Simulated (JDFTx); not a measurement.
HfC:

```
CELL_PARAMETERS angstrom
0.00000 2.32500 2.32500
2.32500 0.00000 2.32500
2.32500 2.32500 0.00000
ATOMIC_POSITIONS crystal
Hf 0.50000 0.50000 0.50000
C 0.00000 0.00000 0.00000
```

Base run:

* Program: JDFTx 1.7.0 (patched build)
* Functional: PBE
* Potentials or basis: PseudoDojo-SR-PBE-0.5-standard
* Cutoff: 1116 eV
* Density cutoff: 4463 eV
* k mesh: 10 × 10 × 10
* Occupations: fermi-dirac, width 0.05 eV
* Spin: no spin polarisation

Its results: band gap on the k mesh none (metal or under the smearing width); pressure 0.4 GPa.

Task: The run is repeated on the same cell with these changes: functional from PBE to PBEsol; potentials or basis from PseudoDojo-SR-PBE-0.5-standard to PseudoDojo-SR-PBEsol-0.4.1-standard with smoothed tails; density cutoff from 4463 eV to 8925 eV. What comes out?

Result: Band gap on the k mesh none (metal or under the smearing width); pressure -6.2 GPa.

Not every run made on this cell is shown here.
